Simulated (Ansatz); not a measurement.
NaCl:

```xyz
2
Lattice="3.5022 0.0000 0.0000 0.0000 3.5022 0.0000 0.0000 0.0000 3.5022" Properties=species:S:1:pos:R:3 pbc="T T T"
Cl    1.7511    1.7511    1.7511
Na    0.0000    0.0000    0.0000
```

Measurements of this composition are mostly on another form, of space group No. 225.

| Quantity | Value |
| --- | --- |
| Program | Ansatz 0.2.0 |
| Task | relaxation of cell and atoms |
| Functional | PBEsol |
| Potentials or basis | Ansatz PAW |
| Cutoff | 420 eV (not typed: the program's choice for these potentials) |
| k mesh | 8 × 8 × 8 |
| Occupations | fermi-dirac, width 0.05 eV |
| Spin | no spin polarisation |

At the start: volume 21.48 Å³/atom.

Question: How do energy, volume and symmetry change on relaxing?

Answer: It ends after 5 steps and the volume is 20.48 Å³/atom (-4.7 %); space group Pm-3m (No. 221, to 0.05 Å).

The path:
```csv
step,energy change (eV),largest force (eV/Å),volume (Å³)
1,0.0000,0.0000,42.96
2,-0.0065,0.0000,41.80
3,-0.0080,0.0000,40.87
4,-0.0080,0.0000,40.95
5,-0.0080,0.0000,40.95
```

Final structure:
```yaml
crystal:
  lattice:
    - [3.44689, 0.00000, 0.00000]
    - [0.00000, 3.44689, 0.00000]
    - [0.00000, 0.00000, 3.44689]
  atoms:
    - { symbol: Cl, position: [0.50000, 0.50000, 0.50000] }
    - { symbol: Na, position: [0.00000, 0.00000, 0.00000] }
```

Caveat: the plane-wave basis is chosen anew once the cell has moved, so the energies of steps on either side of that aren't comparable; the PAW data sets come from PBE, with cores solved anew for the run's functional, which leaves a small shift of forces and pressure.
